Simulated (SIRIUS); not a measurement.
**Ag in SIRIUS: the effect of potentials**

Ag:

```
Ag
1.0
     0.00000    2.04275    2.04275
     2.04275    0.00000    2.04275
     2.04275    2.04275    0.00000
Ag
1
Direct
  0.00000 0.00000 0.00000
```

Alike in all runs:

| Quantity | Value |
| --- | --- |
| Program | SIRIUS 7.12.0 |
| Task | single point |
| Functional | PBE |
| k mesh | 11 × 11 × 11 |
| Occupations | fermi-dirac, width 0.05 eV |
| Spin | no spin polarisation |

**Question.** One run gave: pressure 2.7 GPa. Which potentials did it use?
A. PseudoDojo 0.4.1 PBE standard (scalar relativistic)
B. SSSP 1.3.0 PBE efficiency
C. GBRV 1.5 PBE (ultrasoft)
D. PseudoDojo 0.4 PBE stringent (scalar relativistic)
E. PseudoDojo 0.5 PBE stringent (scalar relativistic)

**Answer.** C.

```csv
potentials,cutoff,pressure (GPa)
PseudoDojo 0.4.1 PBE standard (scalar relativistic),1127 eV,4.3
PseudoDojo 0.5 PBE stringent (scalar relativistic),1127 eV,4.3
SSSP 1.3.0 PBE efficiency,828 eV,4.2
SPMS 1.0 PBE (norm-conserving),1127 eV,4.6
JTH 2.0 PBE (PAW),557 eV,4.6
PseudoDojo 0.4 PBE stringent (scalar relativistic),1127 eV,4.3
GBRV 1.5 PBE (ultrasoft),557 eV,2.7
```

The runs don't all hold the same shells in valence.
